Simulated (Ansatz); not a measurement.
Runs of Ansatz 0.2.0 on NbAs. Symmetry: I4_1md, No. 109, tetragonal system. Conventional cell: a = 3.452 Å, b = 3.452 Å, c = 11.680 Å, α = 90.00°, β = 90.00°, γ = 90.00°. Around Nb (site symmetry 2mm) lie 6 As at 2.60 to 2.63 Å. As (site symmetry 2mm) is surrounded by 6 Nb at 2.60 to 2.63 Å. 

| task | level | spin | cell | k mesh | cutoff (eV) | smearing | points for each segment of the path | gap on the mesh (eV) | pressure (GPa) | largest force (eV/Å) |
| --- | --- | --- | --- | --- | --- | --- | --- | --- | --- | --- |
| single point | PBE | off | as given | 11 × 11 × 11 | 420 | gaussian 0.028 eV | - | 0.02 | 3.3 | 0.30 |
| single point | PBE | off | as given | 11 × 11 × 11 | 420 | gaussian 0.014 eV | - | 0.02 | 3.3 | 0.30 |
| band structure | r2SCAN | SOC, no magnetisation | as given | 8 × 8 × 8 | 500 | fermi-dirac 0.05 eV | 14 | none | (a) | 0.28 |
| single point | PBE | off | as given | 11 × 11 × 11 | 420 | gaussian 0.016 eV | - | 0.02 | 3.3 | 0.30 |
| single point | PBE | off | as given | 11 × 11 × 11 | 420 | gaussian 0.025 eV | - | 0.02 | 3.3 | 0.30 |
| single point | PBE | off | as given | 11 × 11 × 11 | 420 | gaussian 0.021 eV | - | 0.02 | 3.3 | 0.30 |
| single point | PBE | off | as given | 11 × 11 × 11 | 420 | gaussian 0.02 eV | - | 0.02 | 3.3 | 0.30 |
| relaxation of cell and atoms | BLYP | off | relaxed | 11 × 11 × 11 | 420 | fermi-dirac 0.05 eV | - | - | 0.0 | - |

Alike in all rows: potentials or basis Ansatz PAW.

Estimate the missing entries.

(a) 2.0.

Caveats: odd divisions of the mesh miss points on the zone boundary, where band edges often lie, so the gap on the mesh can be too wide (some runs); the PAW data sets come from PBE, with cores solved anew for the run's functional, which leaves a small shift of forces and pressure (some runs); the plane-wave basis is chosen anew once the cell has moved, so the energies of steps on either side of that aren't comparable (some runs).

A k mesh can miss the band edges, and rows without SOC leave out spin-orbit coupling on As, Nb.

A gap of «none» marks a metal or a gap under the smearing width.
